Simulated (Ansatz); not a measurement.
# PbSe (Clausthalite) under changes of volume

One of the cells (28.671 Å³/atom); the others are scaled copies at fixed shape and fractional positions:

```xyz
2
Lattice="0.0000 3.0606 3.0606 3.0606 0.0000 3.0606 3.0606 3.0606 0.0000" Properties=species:S:1:pos:R:3 pbc="T T T"
Pb    0.0000    0.0000    0.0000
Se    3.0606    3.0606    3.0606
```

- Program: Ansatz 0.2.0
- Functional: exchange-only PBE
- Potentials or basis: Ansatz PAW
- Cutoff: 420 eV (not typed: the program's choice for these potentials)
- k mesh: 8 × 8 × 8
- Occupations: fermi-dirac, width 0.05 eV
- Spin: no spin polarisation

```tsv
volume (Å³/atom)	energy over the lowest point (meV/atom)	pressure (GPa)	gap on the mesh (eV)
26.951	?	?	?
27.524	193.72	14.7	0.29
28.097	144.22	13.0	0.35
28.671	100.60	11.4	0.42
29.244	62.34	10.0	0.48
29.818	28.94	8.7	0.53
30.391	0.00	7.5	0.58
```

**Question.** What does the run at 26.951 Å³/atom give?

**Answer.** Energy over the lowest point 249.67 meV/atom; pressure 16.6 GPa; gap on the mesh 0.21 eV.

Worked out: A Birch-Murnaghan fit of order 3 (a polynomial in V^(-2/3)) to the other rows has no minimum within the range. It gives 249.71 meV/atom at 26.951 Å³/atom, against the run's 249.67, and -dE/dV = 16.6 GPa, against 16.6. A straight line through the other rows of the gap, of slope 2.96 eV per unit of ln V (its deformation potential), extrapolates to 0.23 eV, against the run's 0.21.

Energies are extrapolated to zero smearing.

Caveats: spin-orbit coupling is left out, which as a rule narrows the gap of such compounds by several tenths of an eV; the PAW data sets come from PBE, with cores solved anew for the run's functional, which leaves a small shift of forces and pressure.

A mesh can miss the band edges.
